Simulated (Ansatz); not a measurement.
The system is Ru.

```
Ru
1.0
     2.70580    0.00000    0.00000
    -1.35290    2.34329    0.00000
     0.00000    0.00000    4.28190
Ru
2
Direct
  0.66667 0.33333 0.75000
  0.33333 0.66667 0.25000
```

* Program: Ansatz 0.2.0
* Task: single point
* Functional: PBE
* Potentials or basis: Ansatz PAW
* Cutoff: 420 eV (not typed: the program's choice for these potentials)
* k mesh: 11 × 11 × 6
* Occupations: fermi-dirac, width 0.05 eV
* Spin: no spin polarisation

On this cell: pressure 4.6 GPa; largest force under 0.003 eV/Å; band gap on the k mesh none (metal or under the smearing width).

The same run follows on a disturbed copy (atoms moved at random, drawn with an rms of 0.05 Å):

```
CELL_PARAMETERS angstrom
2.70580 0.00000 0.00000
-1.35290 2.34329 0.00000
0.00000 0.00000 4.28190
ATOMIC_POSITIONS crystal
Ru 0.67236 0.34385 0.74518
Ru 0.32157 0.68043 0.24367
```

**Question.** What changes?

**Answer.** The energy (extrapolated to zero smearing) moves by +4.7 meV/atom; pressure 4.7 GPa; largest force 0.350 eV/Å; band gap on the k mesh none (metal or under the smearing width).

Forces in eV/Å, atoms in the order of the input:
```
Ru  -0.337  0.049 -0.083
Ru   0.337 -0.049  0.083
```

Stress tensor (GPa, compression positive):
```
 4.43  1.03  0.05
 1.03  4.82 -0.01
 0.05 -0.01  4.89
```
